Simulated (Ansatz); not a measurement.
## TiCo: which magnetic state is lowest?

The calculation used DFT r2SCAN, scalar-relativistic, plane waves, PAW in Ansatz 0.2.0.

```yaml
crystal:
  lattice:
    - [2.96290, 0.00000, 0.00000]
    - [0.00000, 2.96290, 0.00000]
    - [0.00000, 0.00000, 2.98862]
  atoms:
    - { symbol: Co, position: [0.00000, 0.00000, 0.00000] }
    - { symbol: Ti, position: [0.50000, 0.50000, 0.50000] }
```

- plane-wave cutoff: 500 eV
- Γ-centred k-mesh: 14×14×14
- occupation rule: Gaussian smearing, 0.1 eV
- list of starting moments (μB, in atom order): 3.5 0
- check for lower electronic states after the SCF: off

All runs keep this geometry, which isn't relaxed for the lowest state (largest force there 0.000 eV/Å, pressure 2.9 GPa) and needn't be a stable compound; relaxing each order can shift differences of a few meV. A propagation vector, in units of the reciprocal vectors, doubles the cell, which takes an equally dense mesh. r2SCAN tends to overstate moments in metals, so a weak moment here may be absent in the real material. Site moments are spin moments in atom-centred spheres that scale with the neighbour distance. The states are those that the runs reached from these starts; a lower one can exist.

Problem. Order the starts by the energy of the state that they reach, lowest first.
A. no spin
B. large parallel starting moments
C. antiferromagnetic, doubled cell, propagation vector (0, 0, 1/2)

Solution. B (0.00 meV/atom), C (45.8 meV/atom), A (165 meV/atom).

```csv
start,ends,energy above lowest (meV/atom),site moments (μB),gap on mesh (eV),P (GPa)
no spin,non-magnetic,165,none over 0.05,metal,-4.0
large parallel starting moments,ferromagnetic,0.00,"Co +1.38, Ti -0.25",metal,2.9
"antiferromagnetic, doubled cell, propagation vector (0, 0, 1/2)",antiferromagnetic,45.8,"Co +1.32, Co -1.32",metal,2.2
```

Cost: 3 runs of about 2.7 core-minutes in all, on Intel Xeon Platinum 8488C (Sapphire Rapids) (shared hosts).